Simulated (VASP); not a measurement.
Input of a VASP 6.6.1 run:

File INCAR:

```
ALGO = Fast
EDIFF = 1E-6
ENCUT = 520
GGA = PS
ISIF = 2
ISMEAR = 0
LASPH = T
LCHARG = F
LREAL = F
LWAVE = F
NBANDS = 10
NELM = 100
PREC = Accurate
SIGMA = 0.1
```

KPOINTS

```
k-points
0
Gamma
  9 9 4
```

File POSCAR:

```
Al
1.0
    2.8124553515      0.0000000000      0.0000000000
   -1.4062276757      2.4356577814      0.0000000000
    0.0000000000      0.0000000000      4.8668500000
Al
2
Direct
    0.6666666700      0.3333333300      0.7500000000
    0.3333333300      0.6666666700      0.2500000000
```

Potentials or basis: VASP PAW PBE potentials, release 64 (Al).

The run is started by

```sh
$ cat potpaw_PBE.64/Al/POTCAR > POTCAR
$ mpirun -np 1 vasp_std > vasp.out
```

(1) What does it give for the band gap on the k mesh?

(2) Predict the pressure.

Answers

(1) none (metal or under the smearing width).

(2) -0.8 GPa.

Caveat: the PAW data sets were made with another functional, which shifts forces and pressure a little.
